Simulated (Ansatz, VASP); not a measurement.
## Two plane-wave programs on Pd

Contents of INCAR:

```
PREC = Accurate ; ENCUT = 520
EDIFF = 1E-6 ; ISMEAR = -1
SIGMA = 0.1 ; LREAL = F
LASPH = T ; NELM = 80
ALGO = Normal ; ISIF = 2
LWAVE = F ; LCHARG = F
GGA = PE ; NBANDS = 11
```

KPOINTS

```
regular mesh
0
Gamma
  13 13 13
```

The input POSCAR:

```
Pd
1.0
    2.6500250976      0.0000000000      0.0000000000
    0.0000000000      2.6500250976      0.0000000000
    0.0000000000      0.0000000000      2.6500250976
Pd
1
Direct
    0.0000000000      0.0000000000      0.0000000000
```

Input for Ansatz:

```yaml
crystal:
  lattice:
    - [2.6500250976, 0.0, 0.0]
    - [0.0, 2.6500250976, 0.0]
    - [0.0, 0.0, 2.6500250976]
  atoms:
    - { symbol: Pd, position: [0.0, 0.0, 0.0] }
hamiltonian:
  xc: pbe
  pseudopotentials:
    kind: paw
    azcp:
      Pd: "pseudopotentials/Pd.paw.azcp"
basis:
  ecutwfc: 420
  fft_grid_basis: typed
kpoints:
  mp_grid: { grid: [13, 13, 13], shift: [0, 0, 0] }
magnetization:
  spin_polarized: false
scf:
  occupations: { method: fermi_dirac, width: 0.1 }
  lower_state_search: "off"
output:
  stress: true
```

Alike in both runs: task single point; functional PBE; k mesh 13 × 13 × 13; occupations fermi-dirac, width 0.1 eV; no spin polarisation.

```csv
,VASP,Ansatz
version,VASP 6.6.1,Ansatz 0.2.0
potentials or method,"VASP PAW PBE potentials, release 64 (Pd)","plane waves (420 eV) with PAW, scalar-relativistic"
plane-wave cutoff (eV),520,420
valence electrons in the cell,10,18
```

VASP gave:

* pressure (GPa): -4.6

Which values does Ansatz return?

Pressure (GPa): -4.4.

The two sets of potentials don't hold the same shells in valence.
